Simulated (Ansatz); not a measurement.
## PbSe: equation of state with PBE

PbSe:

```xyz
2
Lattice="3.7843 0.0000 0.0000 0.0000 3.7843 0.0000 0.0000 0.0000 3.7843" Properties=species:S:1:pos:R:3 pbc="T T T"
Pb    0.0000    0.0000    0.0000
Se    1.8922    1.8922    1.8922
```

Measurements of this composition are mostly on another form, of space group No. 225.

```
Program             : Ansatz 0.2.0
Task                : equation of state
Functional          : PBE
Potentials or basis : Ansatz PAW
Cutoff              : 420 eV
Density cutoff      : 1680 eV
k mesh              : 7 × 7 × 7
Occupations         : fermi-dirac, width 0.05 eV
Spin                : no spin polarisation
```

The equilibrium volume is 27.01 Å³/atom, the bulk modulus is 48 GPa and the pressure derivative of the bulk modulus is 4.8.

Energy against volume, from the lowest point:
```
volume (Å³/atom)  energy (meV/atom)
          25.472              14.60
          26.014               5.82
          26.556               1.11
          27.098               0.00
          27.640               2.07
          28.182               6.98
          28.724              14.46
```

All runs of the series together: 7.2 s on 2 threads of Intel(R) Xeon(R) Platinum 8259CL CPU @ 2.50GHz (Skylake/Cascade Lake) (shared host).

The run has no spin-orbit coupling, so splittings on Pb are missing.
